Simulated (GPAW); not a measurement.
# CuO (P6_3mc) in GPAW: single point with PBE

Aim: the single point of CuO with PBE.

Everything below comes from runs of GPAW 26.7.0. Logs are shortened: lines on timing, memory, paths and dates and some standing lists are left out, and cuts for length are marked. The log counts tension as positive stress, the text compression.

### Step 1. Starting point

The structure is hexagonal, space group P6_3mc (No. 186). The conventional cell has a = 3.288 Å, b = 3.288 Å, c = 5.385 Å, α = 90.00°, β = 90.00°, γ = 120.00°. Cu (site symmetry 3m) is surrounded by 4 O at 2.01 to 2.02 Å. O (site symmetry 3m) is surrounded by 4 Cu at 2.01 to 2.02 Å.

Measurements of this composition are mostly on another form, of space group No. 15.

### Step 2. Single point, PBE

The input, run.py:

```python
from ase.dft.bandgap import bandgap
from ase.io import write
from ase.spacegroup import crystal
from ase.units import GPa
from gpaw import GPAW, PW

# Cu 2b
# O 2b
atoms = crystal(['Cu', 'O'],
                basis=[[0.6666666667, 0.3333333333, 0.0],
                       [0.6666666667, 0.3333333333, 0.6252]],
                spacegroup=186, setting=1,  # P6_3mc
                cellpar=[3.28802443, 3.28802443, 5.38502486, 90.0, 90.0, 120.0],
                primitive_cell=True)

calc = GPAW(mode=PW(650),
            xc='PBE',
            kpts={'size': (8, 8, 4), 'gamma': True},
            occupations={'name': 'fermi-dirac', 'width': 0.05},
            nbands=33,
            maxiter=120,
            txt='gpaw.txt')
atoms.calc = calc
energy = atoms.get_potential_energy()
forces = atoms.get_forces()
stress = atoms.get_stress()
calc.write('gs.gpw')
write('result.traj', atoms)
print(f'Energy: {energy:.6f} eV')
print('Forces (eV/A):')
print(forces.round(4))
print('Stress (GPa):', (stress / GPa).round(3))
print('Fermi level:', round(calc.get_fermi_level(), 4), 'eV')
print(f'Gap: {bandgap(calc)[0]:.4f} eV, direct: {bandgap(calc, direct=True)[0]:.4f} eV')
```

Potentials or basis: GPAW PAW data sets (gpaw-data 1.2.1), pw.

The run is started by

```
> OMP_NUM_THREADS=1 python run.py
```

gpaw.txt:

```text
__  _  _
 | _ |_)|_||  |
 |__||  | ||/\| - 26.7.0

Input parameters:
  mode=PW(ecut=650.0),
  kpts=MonkhorstPack(size=(8, 8, 4), gamma=True),
  maxiter=120,
  nbands=33,
  occupations=Occupations(name='fermi-dirac', width=0.05),
  xc=XC(name='PBE')

Diagonalizing LCAO Hamiltonian
Converting LCAO to pw mode

        Cu O

        O
           Cu

Atoms  # Å, Bohr magnetons
|   | symbol |         x |        y |        z |    initial magnetic moments |
|---|--------|-----------|----------|----------|-----------------------------|
| 0 |     Cu |  1.644012 | 0.949171 | 0.000000 | ( 0.0000,  0.0000,  0.0000) |
| 1 |     Cu | -0.000000 | 1.898342 | 2.692512 | ( 0.0000,  0.0000,  0.0000) |
| 2 |      O |  1.644012 | 0.949171 | 3.366718 | ( 0.0000,  0.0000,  0.0000) |
| 3 |      O | -0.000000 | 1.898342 | 0.674205 | ( 0.0000,  0.0000,  0.0000) |

Unit cell  # Å
| periodic |         x |        y |        z |  lengths |     angles |
|----------|-----------|----------|----------|----------|------------|
|      yes |  3.288024 | 0.000000 | 0.000000 | 3.288024 |  90.000000 |
|      yes | -1.644012 | 2.847513 | 0.000000 | 3.288024 |  90.000000 |
|      yes |  0.000000 | 0.000000 | 5.385025 | 5.385025 | 120.000000 |

Number of symmetries: 6
Symmetry operations  # r_c * U_cc + t_c -> r_c
|   | kind |            matrix            |
|---|------|------------------------------|
| 0 |  σ   |  1, 1, 0,  0,-1, 0,  0, 0, 1 |
| 1 |  E   |  1, 0, 0,  0, 1, 0,  0, 0, 1 |
| 2 |  C3  |  0, 1, 0, -1,-1, 0,  0, 0, 1 |
| 3 |  σ   |  0,-1, 0, -1, 0, 0,  0, 0, 1 |
| 4 |  σ   | -1, 0, 0,  1, 1, 0,  0, 0, 1 |
| 5 |  C3  | -1,-1, 0,  1, 0, 0,  0, 0, 1 |

BZ-sampling:
  Number of BZ points: 256
  Number of IBZ points: 35

  Monkhorst-Pack size: [8, 8, 4]
  Monkhorst-Pack shift: [0.0625, 0.0625, 0.125]

K-points  # in reciprocal-cell coordinates
|     |                                coordinates |     weight |
|-----|--------------------------------------------|------------|
|   0 | (  0.00000000,   0.00000000,   0.00000000) | 0.00390625 |
|   1 | (  0.00000000,   0.00000000,   0.25000000) | 0.00781250 |
|   2 | (  0.00000000,   0.00000000,   0.50000000) | 0.00390625 |
|   3 | (  0.12500000,   0.00000000,  -0.25000000) | 0.02343750 |
|   4 | (  0.12500000,   0.00000000,   0.00000000) | 0.02343750 |
|   5 | (  0.12500000,   0.00000000,   0.25000000) | 0.02343750 |
|   6 | (  0.12500000,   0.00000000,   0.50000000) | 0.02343750 |
|   7 | (  0.25000000,  -0.12500000,   0.00000000) | 0.02343750 |
|   8 | (  0.25000000,  -0.12500000,   0.25000000) | 0.04687500 |
|   9 | (  0.25000000,  -0.12500000,   0.50000000) | 0.02343750 |
| ... |                                            |            |
|  34 | (  0.50000000,   0.50000000,   0.50000000) | 0.01171875 |

Plane wave coefficients: 1926
Cutoff: 650.0 eV

Spin-components: 1 (collinear spins)
Bands:           33
Projectors:      22
Spin-degeneracy: 2
Datatype:        complex128

Parallelization:
  kpt:    1
  domain: 1
  band:   1

Density:
  Valence electrons: 34.0
  Components: 1
  Grid points: [20 20 32]
  Charge: 0.0  # |e|

Potential:
  Grid points: [20 20 32]

species:
  Cu:
    name:    Copper
    Z:       29.0
    valence: 11
    core:    18
    charge:  0.0  # [|e|]
    compensation charges:
      type: gauss
      rc: 0.33  # [Å]
      lmax: 2
    cutoffs:
      filter: 2.06  # [Å]
      core: 2.43  # [Å]
    projectors
    | kind |    occ | energy [eV] | rcut [Å] |
    |------|--------|-------------|----------|
    |   4s |  1.000 |      -4.609 |    1.164 |
    |   4p |  0.000 |      -0.698 |    1.164 |
    |   3d | 10.000 |      -5.039 |    1.058 |
    |    s |        |      22.603 |    1.164 |
    |    p |        |      26.513 |    1.164 |
    |    d |        |      22.172 |    1.058 |

    Using partial waves for Cu as LCAO basis

  O:
    name:    Oxygen
    Z:       8.0
    valence: 6
    core:    2
    charge:  0.0  # [|e|]
    compensation charges:
      type: gauss
      rc: 0.21  # [Å]
      lmax: 2
    cutoffs:
      filter: 1.17  # [Å]
      core: 0.83  # [Å]
    projectors
    | kind |    occ | energy [eV] | rcut [Å] |
    |------|--------|-------------|----------|
    |   2s |  2.000 |     -23.961 |    0.688 |
    |   2p |  4.000 |      -9.029 |    0.598 |
    |    s |        |       3.251 |    0.688 |
    |    p |        |      18.182 |    0.598 |
    |    d |        |       0.000 |    0.619 |

    Using partial waves for O as LCAO basis

Reference energy: -94124.608285  # eV

eigensolver:
  PPCG
  Converge bands: occupied
  niter=2

density mixing:
  MSR1-Mixer
  Pratt-step length: 0.05
  Maximum mixing coefficient: 0.75
  Old densities: 10
  SVD Regularization: 0.005
  Good broyden scale: 1.0
  Trust region scale: 1.0
  Backstep threshold: 4.0
  History deletion threshold: 6.0
  Fourier metric: weight=20.0, sigma=0.015

occupation numbers:
  Fermi-Dirac:
    width: 0.0500  # eV

poisson solver:
  ecut: 5200.0  # eV

xc functional:
  name: PBE with 2 nearest neighbor stencil

convergence criteria:
- Maximum [total energy] change in last 3 cyles: 0.0005 eV / valence electron
- Maximum integral of absolute [dens]ity change: 0.0001 electrons / valence electron
- Maximum integral of absolute [eigenst]ate change: 4e-08 eV^2 / valence electron
maximum number of iterations: 120

SCF iterations
|iter     | |      energy | eigst |  dens |
|---------|-|-------------|-------|-------|
|iter:   1| |  -25.181147 | +0.05 |       |
|iter:   2| |  -22.625573 | -1.79 | -0.88 |
|iter:   3| |  -19.234022 | -1.19 | -0.97 |
|iter:   4| |  -19.196139 | -3.49 | -1.57 |
|iter:   5| |  -19.707677 | -2.63 | -1.67 |
|iter:   6| |  -19.159280 | -2.78 | -1.29 |
|iter:   7| |  -19.155091 | -4.02 | -2.17 |
|iter:   8| |  -19.155177c| -5.26 | -2.78 |
|iter:   9| |  -19.155226c| -5.53 | -3.00 |
|iter:  10| |  -19.155170c| -5.86 | -3.20 |
|iter:  11| |  -19.155171c| -7.44c| -3.96 |
|iter:  12| |  -19.155170c| -7.42c| -4.44c|

Converged in 12 steps
Energy contributions relative to reference atoms: (reference = -94124.608285)

Energy contributions:
  Kinetic:          -9.371207
  Coulomb:           1.352377
  Zero:              0.474795
  External:          0.000000
  Xc:              -11.585437
  Entropy:          -0.051397
  Spinorbit:         0.000000
  ----------------------------
  Free energy:     -19.180868
  Extrapolated:    -19.155170

dipole moment: (0.000001, -0.000001, -12.875922)  # |e|*Ang

Fermi level: 3.752
Eigenvalues  # (at kpt = [0.000, 0.000, 0.000])
| band index |      eig [eV] | occ [0-2] |
|------------|---------------|-----------|
|          0 |       -14.531 |     2.000 |
|        ... |               |           |
|          5 |        -0.569 |     2.000 |
|          6 |        -0.390 |     2.000 |
|          7 |        -0.390 |     2.000 |
|          8 |         1.792 |     2.000 |
|          9 |         1.792 |     2.000 |
|         10 |         2.053 |     2.000 |
|         11 |         2.053 |     2.000 |
|         12 |         2.145 |     2.000 |
|         13 |         3.765 |     0.868 |
|         14 |         3.765 |     0.868 |
|         15 |         4.372 |     0.000 |
|         16 |         4.482 |     0.000 |
|         17 |         4.482 |     0.000 |
|         18 |         4.701 |     0.000 |
|         19 |         9.403 |     0.000 |
|         20 |        11.466 |     0.000 |
|        ... |               |           |
|         32 |        25.043 |     0.000 |

No gap
No difference between direct/indirect transitions

Forces  # eV/Ang
|        x |        y |        z |
|----------|----------|----------|
|  0.00000 |  0.00000 | -0.07868 |  # Cu   0
| -0.00000 |  0.00000 | -0.07845 |  # Cu   1
| -0.00000 | -0.00000 |  0.08100 |  # O    2
|  0.00000 |  0.00000 |  0.08112 |  # O    3

Stress tensor  # eV/Ang^3
|         x |         y |         z |
|-----------|-----------|-----------|
|  0.062448 | -0.000000 | -0.000000 |
| -0.000000 |  0.062448 |  0.000000 |
| -0.000000 |  0.000000 |  0.056117 |

# Writing to gs.gpw (mode='')
```

Run time: 32 s. Hardware: 1 thread of Intel Xeon at 2.60GHz (Ice Lake), shared host; peak memory 0.19 GiB.

Results:

| Item | Value |
| --- | --- |
| Free energy | -19.1809 eV |
| Pressure | -9.7 GPa |
| Largest force | 0.081 eV/Å |
| Band gap on the k mesh | none (metal or under the smearing width) |

Forces on the atoms (eV/Å):
```
Cu   0.000  0.000 -0.079
Cu   0.000  0.000 -0.078
O    0.000  0.000  0.081
O    0.000  0.000  0.081
```

Stress tensor (GPa, compression positive):
```
-10.01   0.00   0.00
  0.00 -10.01   0.00
  0.00   0.00  -8.99
```

Caveat: with this Cu data set, volumes or pressures lay over 1.5 % or 2 GPa off other programs in two to four cells of ten; the cutoff is short for stress and forces, so pressures can be off by a GPa or more; the run has no spin polarisation, though such a crystal can be magnetic; semilocal functionals often make such compounds metallic where correlation or magnetic order opens a gap, which also shifts bond lengths.
